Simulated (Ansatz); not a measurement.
Runs of Ansatz 0.2.0 on Co. The structure is hexagonal, space group P6_3/mmc (No. 194). Conventional cell: a = 2.471 Å, b = 2.471 Å, c = 8.088 Å, α = 90.00°, β = 90.00°, γ = 120.00°. Co (site symmetry -6m2) is surrounded by 12 Co at 2.47 Å. Co (site symmetry -3m) is surrounded by 12 Co at 2.47 Å. 

```csv
task,level,potentials or basis,cell,cutoff (eV),points for each segment of the path,gap on the mesh (eV),pressure (GPa),moment (μB),relaxed volume (Å³/atom)
band structure,LDA,Ansatz PAW,as given,420,14,none,-14.6,6.36,-
relaxation of cell and atoms,exchange-only PBE,Ansatz PAW,relaxed,420,-,-,0.0,7.02,12.55
relaxation of cell and atoms,BLYP+D4,Ansatz PAW,relaxed,420,-,-,0.0,(a),(b)
band structure,LDA,JTH PAW LDA,as given,1320,14,none,-14.1,6.35,-
relaxation of cell and atoms,RPBE+D4,Ansatz PAW,relaxed,420,-,-,0.0,6.63,(c)
```

Alike in all rows: spin collinear, ferromagnetic start; k mesh 12 × 12 × 4; smearing fermi-dirac 0.05 eV.

Fill in the values left out.

(a) 6.49; (b) 10.76; (c) 10.61.

Caveats: the PAW data sets come from PBE, with cores solved anew for the run's functional, which leaves a small shift of forces and pressure (some runs); the plane-wave basis is chosen anew once the cell has moved, so the energies of steps on either side of that aren't comparable (some runs); the volume moved by over 15 % at a fixed basis, so the end points are rough (some runs).

A gap of «none» marks a metal or a gap under the smearing width.
